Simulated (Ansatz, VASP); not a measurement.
**C63N (N_C) in two plane-wave programs**

Aim: how closely do two programs agree when they are given the same cell, functional and k mesh? The cell is taken from a series of runs on this material, whose earlier steps may have relaxed, scaled, displaced or heated it; both programs get it as it stands.

Calculated with Ansatz 0.2.0; plane waves, with VASP 6.6.1 beside it; single point at PBE.

### 1. The structure

The cell holds 64 atoms: 63 C and 1 N. Its edges and angles: a = 7.143 Å, b = 7.143 Å, c = 7.143 Å, α = 90.0°, β = 90.0°, γ = 90.0°. It derives from C (C (Fd-3m)). Nearest the centre at fractional (0.500, 0.500, 0.500): N64 at 0.01 Å, C23 at 1.56 Å, C60 at 1.56 Å, C16 at 1.56 Å, C38 at 1.57 Å, C28 at 2.52 Å, C57 at 2.52 Å, C27 at 2.52 Å.

### 2. Ansatz: single point, PBE, pair 1

Ansatz runs on its default PAW (the set named soft_2) files.

A single point gives forces, pressure and levels at one fixed geometry, so differences don't come from the geometry; what else differs is listed under the comparison.

input.yaml

```yaml
crystal:
  lattice:
    - [7.14312472, 0.0, 0.0]
    - [0.0, 7.14312472, 0.0]
    - [0.0, 0.0, 7.14312472]
  atoms:
    - { symbol: C, position: [0.00058932021, -0.00075211851, -0.00011544675] }
    - { symbol: C, position: [0.00056782552, 0.2491505623, 0.24978541665] }
    - { symbol: C, position: [0.25049256527, -0.00077509932, 0.24978467851] }
    - { symbol: C, position: [0.25049176242, 0.24914814594, -0.00013824373] }
    - { symbol: C, position: [0.12550389975, 0.12416288361, 0.12479741553] }
    - { symbol: C, position: [0.1253161412, 0.37424255078, 0.37487798813] }
    - { symbol: C, position: [0.37557735905, 0.12397573642, 0.37487829474] }
    - { symbol: C, position: [0.37558208126, 0.37423699019, 0.12461279834] }
    - { symbol: C, position: [0.00058910472, -0.00075644375, 0.49987740584] }
    - { symbol: C, position: [0.00061605974, 0.24914715154, 0.74998309668] }
    - { symbol: C, position: [0.25049324159, -0.00072668887, 0.74997857926] }
    - { symbol: C, position: [0.25078387077, 0.24944642693, 0.4989073048] }
    - { symbol: C, position: [0.12569260516, 0.12435004965, 0.625277077] }
    - { symbol: C, position: [0.12570027169, 0.37384847772, 0.8747774068] }
    - { symbol: C, position: [0.37519628658, 0.12435559236, 0.87477410787] }
    - { symbol: C, position: [0.37448670093, 0.37314305492, 0.62599000514] }
    - { symbol: C, position: [0.00058888641, 0.49924615397, -0.00012026004] }
    - { symbol: C, position: [0.00061046053, 0.74934131546, 0.24978522916] }
    - { symbol: C, position: [0.25078480354, 0.49826734091, 0.25008112563] }
    - { symbol: C, position: [0.25048748503, 0.74934940921, -8.968945e-05] }
    - { symbol: C, position: [0.12569052232, 0.62464353868, 0.12498786562] }
    - { symbol: C, position: [0.12569693099, 0.87413726613, 0.3744801018] }
    - { symbol: C, position: [0.37447956272, 0.62535291036, 0.37377534915] }
    - { symbol: C, position: [0.37519020079, 0.87414279682, 0.12498871259] }
    - { symbol: C, position: [0.00058354843, 0.499245547, 0.49988621948] }
    - { symbol: C, position: [0.00056977339, 0.74934881528, 0.74998102858] }
    - { symbol: C, position: [0.25078936197, 0.50023194933, 0.74968672163] }
    - { symbol: C, position: [0.25078567018, 0.74904719961, 0.50086515069] }
    - { symbol: C, position: [0.12531466992, 0.62425542256, 0.62489188383] }
    - { symbol: C, position: [0.12550660789, 0.87433973228, 0.87496808304] }
    - { symbol: C, position: [0.37557673339, 0.62425872521, 0.87516056216] }
    - { symbol: C, position: [0.37558265797, 0.87451805587, 0.62489109245] }
    - { symbol: C, position: [0.50059111353, -0.00075747967, -0.00012370312] }
    - { symbol: C, position: [0.49960698553, 0.24943707261, 0.25007939833] }
    - { symbol: C, position: [0.75068674675, -0.00073276779, 0.24978375586] }
    - { symbol: C, position: [0.75068668392, 0.24914754746, -8.705509e-05] }
    - { symbol: C, position: [0.62598486199, 0.12434547254, 0.12498769639] }
    - { symbol: C, position: [0.62669511036, 0.37313388936, 0.3737761883] }
    - { symbol: C, position: [0.87548397772, 0.12435236038, 0.37448281896] }
    - { symbol: C, position: [0.8754832551, 0.37384977181, 0.12499098455] }
    - { symbol: C, position: [0.50058761408, -0.00075732771, 0.49988243956] }
    - { symbol: C, position: [0.50157581083, 0.24944561025, 0.74968743379] }
    - { symbol: C, position: [0.7506932407, -0.00077893378, 0.74998280273] }
    - { symbol: C, position: [0.7503914998, 0.24944088977, 0.50086735405] }
    - { symbol: C, position: [0.62559886139, 0.12396998111, 0.62489265292] }
    - { symbol: C, position: [0.62559937226, 0.37423985314, 0.87515985053] }
    - { symbol: C, position: [0.87567516878, 0.12416317329, 0.87497353481] }
    - { symbol: C, position: [0.87586424985, 0.37423463412, 0.62489407632] }
    - { symbol: C, position: [0.50058560147, 0.49924543795, -0.00011531577] }
    - { symbol: C, position: [0.50157164781, 0.749046536, 0.25008159179] }
    - { symbol: C, position: [0.75039209954, 0.50022698217, 0.25008100332] }
    - { symbol: C, position: [0.75068806545, 0.74934078071, -0.00013952047] }
    - { symbol: C, position: [0.62559650479, 0.62425052538, 0.12460926268] }
    - { symbol: C, position: [0.62559671341, 0.87451983907, 0.3748750988] }
    - { symbol: C, position: [0.87585659328, 0.6242546909, 0.37487823017] }
    - { symbol: C, position: [0.87567593681, 0.87432926739, 0.12479754056] }
    - { symbol: "N", position: [0.50058549705, 0.49923932038, 0.49987949736] }
    - { symbol: C, position: [0.49960732994, 0.7490443357, 0.74968496553] }
    - { symbol: C, position: [0.75039381407, 0.49826218046, 0.74968713415] }
    - { symbol: C, position: [0.75038722084, 0.74904777409, 0.49890405151] }
    - { symbol: C, position: [0.62669331777, 0.62534366952, 0.62599000937] }
    - { symbol: C, position: [0.62599363417, 0.87413498237, 0.87477478575] }
    - { symbol: C, position: [0.87548817957, 0.62464786157, 0.87477523342] }
    - { symbol: C, position: [0.87548550384, 0.87413996257, 0.62528029762] }
  host:
    repeats: [2, 2, 2]
    atoms:
      - { symbol: C, position: [0.0, 0.0, 0.0] }
      - { symbol: C, position: [0.0, 0.5, 0.5] }
      # ... 6 more atoms of the perfect host
basis:
  ecutwfc: 420
  xc_grid: 2
hamiltonian:
  xc: pbe
kpoints:
  mp_grid: { grid: [1, 1, 1] }
magnetization:
  spin_polarized: true
  initial_magnetization: 1
  spin_locking: { lock_magnetization: hard }
scf:
  occupations: { method: fermi_dirac, width: 0.01 }
  max_iter: 100
output:
  forces: true
  charged_corrections:
    epsilon: 5.85
    static_epsilon: 5.85
    defect_position: [0.5, 0.5, 0.5]
  eigenvalues: true
checkpoint:
  read: "../q0_M1.relax_smeared.run"
  write: "../cc1.q0_M1.l1.run"
  compress: false
  write_wavefunctions: false
  write_every: 100000
```

The run is started by

```bash
> ansatz run input.yaml --threads 4 --pin off --max-ram 7536MiB --backend cpu --events-out ev --progress --plain --runs-dir out
```

Log:

```text
Warning: the atoms were moved onto the symmetric positions of the space group found under crystal.symmetry.tolerance 1.0e-5 (fractional; no operation is sought that the atoms, as they stand in a round, miss by more than twice it, and no atom is moved by as much as it), and the run uses the moved positions. Before a round's move an operation carried an atom to 1.13e-4 Å from where it should land, the largest such dist [...]
[...]
Free energy (F): -16174.912374 eV
Harris-Foulkes:  -16174.912374 eV  (|F-HF|=2.00e-11)
Internal energy: -16174.912374 eV  (E = F + TS)
E sigma→0 (E₀):  -16174.912374 eV
Fermi energy:    16.885812 (↑ 17.137697, ↓ 15.115611) eV
--- Per-component energies (eV) ---
  E_band       = 1110.193314
  E_kinetic    = 5958.228183
  E_local      = -4030.544779  (includes V_loc(G=0)·N_el)
  E_nonlocal   = 1721.703319
  E_hartree    = 892.173676
  E_xc         = -3126.275855
  E_vxc        = -3882.817257  (∫ρ·V_xc dr)
  E_paw        = -6379.621239  (= ΣΔE_a)
  E_vpaw       = -440.724129  (= ΣTr[D̂ρ^β])
  E_aug_tail   = 0.000659  (compensation charges beyond the density's cutoff)
  E_ewald      = -11210.576338
  E_smearing   = -0.000000  (= −TS)
  E_closure    = -0.000000  (closes the sum)
  Σ components = -16174.912374   (vs F -16174.912374, Δ=0.00e0)
--- Forces (eV/Å), atoms counted from 1 ---
  atom   1  C      0.00000053     0.00000053     0.00000053
  atom   2  C     -0.15069795     0.03534678     0.03534678
  atom   3  C      0.03534678    -0.15069795     0.03534678
  atom   4  C      0.03534678     0.03534678    -0.15069795
  atom   5  C      0.00834120     0.00834120     0.00834120
  atom   6  C      0.31650021    -0.08488025    -0.08488025
  atom   7  C     -0.08488025     0.31650021    -0.08488025
  atom   8  C     -0.08488025    -0.08488025     0.31650021
  atom   9  C     -0.00000006    -0.00000006    -0.00000053
  atom  10  C      0.15069885     0.03534749    -0.03534695
  atom  11  C      0.03534749     0.15069885    -0.03534695
  atom  12  C      0.27971104     0.27971104     0.06683866
  atom  13  C     -0.03204176    -0.03204176     0.05074295
  atom  14  C     -0.03204229    -0.05074241     0.03204110
  atom  15  C     -0.05074241    -0.03204229     0.03204110
  atom  16  C     -0.83689649    -0.83689649     0.83689748
  atom  17  C     -0.00000006    -0.00000053    -0.00000006
  atom  18  C      0.15069885    -0.03534695     0.03534749
  atom  19  C      0.27971104     0.06683866     0.27971104
  atom  20  C      0.03534749    -0.03534695     0.15069885
  atom  21  C     -0.03204176     0.05074295    -0.03204176
  atom  22  C     -0.03204229     0.03204110    -0.05074241
  atom  23  C     -0.83689649     0.83689748    -0.83689649
  atom  24  C     -0.05074241     0.03204110    -0.03204229
[...]
atom  57  N     -0.00000232    -0.00000232    -0.00000232
  atom  58  C      0.06683938    -0.27971272    -0.27971272
  atom  59  C     -0.27971272     0.06683938    -0.27971272
  atom  60  C     -0.27971272    -0.27971272     0.06683938
  atom  61  C      0.83689772     0.83689772     0.83689772
  atom  62  C      0.05074155     0.03204275     0.03204275
  atom  63  C      0.03204275     0.05074155     0.03204275
  atom  64  C      0.03204275     0.03204275     0.05074155
  max |Σ_I F_I| component: 2.26e-6 eV/Å
--- Band table (eV) ---
  k-point 0 ↑: bands = ["-8.5514", "-7.1473", "-5.9048", "-5.9048", "-5.9048", "-5.8388", "-5.8388", "-4.7765", "-3.8044", "-3.8044", "-3.8044", "-3.7059", "-3.7059", "-3.7059", "-3.6666", "-3.6666", "-3.6666", "-3.6542", "-3.6542", "-2.6056", "-2.4097", "-2.4097", "-2.4097", "-0.5209", "-0.1399", "-0.1399", "-0.1399", "0.0999", "0.4543", "0.4543", "0.4543", "0.5242", "0.5242", "0.9590", "1.2015", "1.2015", "1.2015", [...]
  k-point 0 ↓: bands = ["-8.4780", "-7.0692", "-5.8707", "-5.8707", "-5.8707", "-5.8229", "-5.8229", "-4.7436", "-3.7655", "-3.7655", "-3.7655", "-3.6750", "-3.6750", "-3.6750", "-3.6498", "-3.6498", "-3.6498", "-3.6399", "-3.6399", "-2.5877", "-2.3879", "-2.3879", "-2.3879", "-0.4313", "-0.1101", "-0.1101", "-0.1101", "0.1336", "0.4838", "0.4838", "0.4838", "0.5420", "0.5420", "0.9759", "1.2317", "1.2317", "1.2317", [...]
```

### 3. VASP: single point, PBE, pair 1

The same cell, functional, mesh and smearing now go to VASP, with its own data sets.

Lines of VASP's logs that name or quote its potential files are left out, and so is its time.

INCAR

```
SYSTEM = C63N
PREC = Accurate
ENCUT = 520
EDIFF = 1E-06
NELM = 200
ISMEAR = -1
SIGMA = 0.01
LREAL = Auto
ALGO = Normal
GGA = PE
NBANDS = 176
ISPIN = 2
MAGMOM = -0 0 0 0 0 0 0 0 0 0 0 -0 0 0 0 0.03 0 0 -0 0 0 0 0.03 0 0.01 0 -0 -0 0 0 0 0 0 -0 0 0 0 0.03 0 0 0.01 -0 0 -0 0 0 0 0 0.01 -0 -0 0 0 0 0 0 -0 -0 -0 0.03 0 0 0 0.1
LORBIT = 11
LWAVE = .FALSE.
LCHARG = .FALSE.
ISIF = 2
NUPDOWN = 1
LASPH = .TRUE.
GGA_COMPAT = .FALSE.
NCORE = 2
```

POSCAR

```
C63N
1.0
    7.1431247189      0.0000000000      0.0000000000
    0.0000000000      7.1431247189      0.0000000000
    0.0000000000      0.0000000000      7.1431247189
C N
63 1
Direct
    0.0005854970      0.9992393204      0.9998794974
    0.0005617872      0.2491408611      0.2497810381
    0.2504870377      0.9992156106      0.2497810381
    0.2504870377      0.2491408611      0.9998557876
    0.1254996468      0.1241534702      0.1247936472
    0.1253121169      0.3742310683      0.3748712453
    0.3755772449      0.1239659403      0.3748712453
    0.3755772449      0.3742310683      0.1246061173
    0.0005854970      0.9992393204      0.4998794974
    0.0006092068      0.2491408611      0.7499779567
    0.2504870377      0.9992630302      0.7499779567
    0.2507830008      0.2494368242      0.4988975223
    0.1256913973      0.1243452207      0.6252777985
    0.1256913973      0.3738410193      0.8747735971
    0.3751871959      0.1243452207      0.8747735971
    0.3744796406      0.3731334640      0.6259853538
    0.0005854970      0.4992393204      0.9998794974
    0.0006092068      0.7493377797      0.2497810381
    0.2507830008      0.4982573452      0.2500770012
    0.2504870377      0.7493377797      0.9999032072
    0.1256913973      0.6246376215      0.1249853977
    0.1256913973      0.8741334201      0.3744811963
    0.3744796406      0.6253451768      0.3737736410
    0.3751871959      0.8741334201      0.1249853977
    0.0005854970      0.4992393204      0.4998794974
    0.0005617872      0.7493377797      0.7499779567
    0.2507830008      0.5002212956      0.7496819936
    0.2507830008      0.7490418166      0.5008614726
    0.1253121169      0.6242475725      0.6248877495
    0.1254996468      0.8743251706      0.8749653476
    0.3755772449      0.6242475725      0.8751528775
    0.3755772449      0.8745127005      0.6248877495
    0.5005854970      0.9992393204      0.9998794974
    0.4996035218      0.2494368242      0.2500770012
    0.7506839563      0.9992630302      0.2497810381
    0.7506839563      0.2491408611      0.9999032072
    0.6259837981      0.1243452207      0.1249853977
    0.6266913534      0.3731334640      0.3737736410
    0.8754795967      0.1243452207      0.3744811963
    0.8754795967      0.3738410193      0.1249853977
    0.5005854970      0.9992393204      0.4998794974
    0.5015674722      0.2494368242      0.7496819936
    0.7506839563      0.9992156106      0.7499779567
    0.7503879932      0.2494368242      0.5008614726
    0.6255937491      0.1239659403      0.6248877495
    0.6255937491      0.3742310683      0.8751528775
    0.8756713472      0.1241534702      0.8749653476
    0.8758588771      0.3742310683      0.6248877495
    0.5005854970      0.4992393204      0.9998794974
    0.5015674722      0.7490418166      0.2500770012
    0.7503879932      0.5002212956      0.2500770012
    0.7506839563      0.7493377797      0.9998557876
    0.6255937491      0.6242475725      0.1246061173
    0.6255937491      0.8745127005      0.3748712453
    0.8758588771      0.6242475725      0.3748712453
    0.8756713472      0.8743251706      0.1247936472
    0.4996035218      0.7490418166      0.7496819936
    0.7503879932      0.4982573452      0.7496819936
    0.7503879932      0.7490418166      0.4988975222
    0.6266913534      0.6253451768      0.6259853538
    0.6259837981      0.8741334201      0.8747735971
    0.8754795967      0.6246376215      0.8747735971
    0.8754795967      0.8741334201      0.6252777985
    0.5005854970      0.4992393204      0.4998794974
```

KPOINTS

```
Automatic mesh
0
Gamma
1 1 1
0 0 0
```

Potentials, in the order of the species: C and N (PBE family, release 64).

The run is started by

```bash
> mpirun -np 8 vasp_gam
```

Log:

```text
[banner, memory and clock lines left out]
running    8 mpi-ranks, on    1 nodes
[...]
LDA part: xc-table for (Slater+PW92), standard interpolation
 POSCAR, INCAR and KPOINTS ok, starting setup
[...]
entering main loop
       N       E                     dE             d eps       ncg     rms          rms(c)
DAV:   1     0.186999983283E+04    0.18700E+04   -0.15627E+05   704   0.152E+03
DAV:   2    -0.412193662402E+03   -0.22822E+04   -0.21249E+04   952   0.345E+02
DAV:   3    -0.588259576758E+03   -0.17607E+03   -0.17322E+03   872   0.901E+01
DAV:   4    -0.592550961079E+03   -0.42914E+01   -0.42628E+01   856   0.153E+01
[...]
DAV:  13    -0.571267462519E+03   -0.57913E-04   -0.49976E-05   840   0.201E-02    0.183E-02
DAV:  14    -0.571267481526E+03   -0.19007E-04   -0.15807E-05   904   0.122E-02    0.743E-03
DAV:  15    -0.571267482237E+03   -0.71125E-06   -0.27480E-06   656   0.498E-03
   1 F= -.57126748E+03 E0= -.57126748E+03  d E =-.111361E-10  mag=     1.0000
```

Parts of OUTCAR (step 3):

```text
  FREE ENERGIE OF THE ION-ELECTRON SYSTEM (eV)
  ---------------------------------------------------
  free  energy   TOTEN  =      -571.2674822368 eV

  energy  without entropy=     -571.2674822368  energy(sigma->0) =     -571.26748224

 magnetization (x)
# of ion       s       p       d       tot
------------------------------------------
    1       -0.000  -0.000   0.000  -0.000
    2        0.002   0.001   0.000   0.004
    3        0.002   0.001   0.000   0.004
    4        0.002   0.001   0.000   0.004
    5        0.003   0.001   0.000   0.004
    6        0.001   0.003   0.000   0.004
    7        0.001   0.003   0.000   0.004
    8        0.001   0.003   0.000   0.004
    9        0.005  -0.000   0.000   0.005
   10        0.002   0.001   0.000   0.004
   11        0.002   0.001   0.000   0.004
   12       -0.001  -0.001   0.000  -0.002
   13        0.001   0.004   0.000   0.005
[...]
--------------------------------------------------
tot          0.196   0.250   0.000   0.446

[... 1 further part left out ...]
```

The run ends at a pressure of 3.80 GPa, with forces up to 1.4 eV/Å.

### 4. Differences

Known differences besides the potentials themselves: VASP starts from the moments at which Ansatz ended; the cutoff is 420 eV in Ansatz and 520 eV in VASP (PREC = Accurate, projectors in real space); site moments are counted in spheres of each program's own size. Total energies have different zeros and are not compared.

Compared:

```tsv
quantity	Ansatz	VASP	difference
total moment, fixed by the input (μB)	1.00	1.00	0.00
moment on N64 (μB)	0.10	0.10	0.00
```

Forces on 7 of the 64 atoms, those with the largest forces and the largest differences (eV/Å; atoms numbered as in POSCAR):

```tsv
atom	Ansatz x, y, z	VASP x, y, z
C16	-0.837, -0.837, 0.837	-0.825, -0.825, 0.825
C23	-0.837, 0.837, -0.837	-0.825, 0.825, -0.825
C38	0.837, -0.837, -0.837	0.825, -0.825, -0.825
C57	0.067, -0.280, -0.280	0.068, -0.279, -0.279
C58	-0.280, 0.067, -0.280	-0.279, 0.068, -0.279
C59	-0.280, -0.280, 0.067	-0.279, -0.279, 0.068
C60	0.837, 0.837, 0.837	0.825, 0.825, 0.825
```

The forces differ by 3.6 meV/Å r.m.s., which is 1.4 % of the r.m.s. force of 0.248 eV/Å (both taken over all components).

(Part 1 of 3 ends here.)

[Lines on the potential files, build, host, timing and source positions are cut from VASP's logs without a mark.]

[Logs are printed without paths, hosts, clocks, repeated set-up lines and the standing remarks that a program may print on its own settings, such as how far it seeks lower states.]

[Hosts, paths, dates, database ids (printed as entryN), source tags and the programs' standing remarks are cut or masked in the printed files.]
